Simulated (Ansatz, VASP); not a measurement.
**NaH: VASP beside Ansatz**

```xyz
2
Lattice="0.0000 2.4400 2.4400 2.4400 0.0000 2.4400 2.4400 2.4400 0.0000" Properties=species:S:1:pos:R:3 pbc="T T T"
Na    0.0849    0.0849    0.0000
H     2.4400    2.4400    2.4400
```

Alike in both runs: task electric field gradients; functional PBE; k mesh 9 × 9 × 9; occupations fermi-dirac, width 0.02 eV; no spin polarisation.

```csv
,VASP,Ansatz
version,VASP 6.6.1,Ansatz 0.2.0
potentials or method,"VASP PAW PBE potentials, release 64 (Na_pv, H), cutoff 520 eV","all-electron PAW with datasets made for the crystal, scalar-relativistic"
```

```tsv
	VASP	Ansatz	Ansatz less VASP
gap on the k mesh at the Fermi level (eV)	4.00	4.00	+0.002
pressure (GPa)	-0.6	-0.5	+0.05
largest component of the traceless stress (GPa)	0.14	0.14	-0.002
rms of the force components (eV/Å)	0.054	0.053	-0.0006
Vzz of the field gradient on the site that differs most (V/Å²)	-0.6	-0.6	+0.04
```

Atom by atom the forces differ by 0.001 eV/Å (rms over components). Ansatz ran all-electron here, so the differences hold the error of VASP's frozen core and of both bases.

Caveats: an odd mesh through Γ misses points on the zone boundary, where band edges often lie.
